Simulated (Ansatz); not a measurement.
One change: `CCC(=O)N(C)C` becomes `CCC(=O)O`.

Ansatz, PBE0-D4/def2-TZVP geometries, multiplicity 1. Each molecule was computed in one conformer, which needn't be the lowest.

| property | `CCC(=O)N(C)C` |
| --- | --- |
| LUMO energy (ωB97M-V/def2-TZVPP) / eV | 2.27 |
| HOMO–LUMO gap (ωB97M-V/def2-TZVPP) / eV | 11.42 |
| HOMO energy (PBE0/def2-TZVPP) / eV | -6.89 |
| HOMO energy (ωB97M-V/def2-TZVPP) / eV | -9.15 |
| LUMO energy (PBE0/def2-TZVPP) / eV | 0.66 |
| HOMO energy (B3LYP/def2-TZVPP) / eV | -6.68 |

Question: Give the same properties after the change, and the shifts. (An estimate is asked.)

Answer: The calculation gave: 
```json
{"property": "LUMO energy (ωB97M-V/def2-TZVPP) / eV", "`CCC(=O)O`": "2.45", "shift": "0.18"}
{"property": "HOMO–LUMO gap (ωB97M-V/def2-TZVPP) / eV", "`CCC(=O)O`": "12.99", "shift": "1.57"}
{"property": "HOMO energy (PBE0/def2-TZVPP) / eV", "`CCC(=O)O`": "-8.09", "shift": "-1.20"}
{"property": "HOMO energy (ωB97M-V/def2-TZVPP) / eV", "`CCC(=O)O`": "-10.54", "shift": "-1.39"}
{"property": "LUMO energy (PBE0/def2-TZVPP) / eV", "`CCC(=O)O`": "0.30", "shift": "-0.36"}
{"property": "HOMO energy (B3LYP/def2-TZVPP) / eV", "`CCC(=O)O`": "-7.85", "shift": "-1.17"}
```

With PBE0 the HOMO falls by 1.20 eV and the LUMO falls by 0.36 eV, so the gap widens by about 0.84 eV. PBE moves the HOMO by -1.01 eV and ωB97M-V by -1.39 eV.

B3LYP here is the variant with VWN-RPA as its local correlation; programs differ in this.

Positive LUMOs are unbound, so they and the gaps depend on the basis.
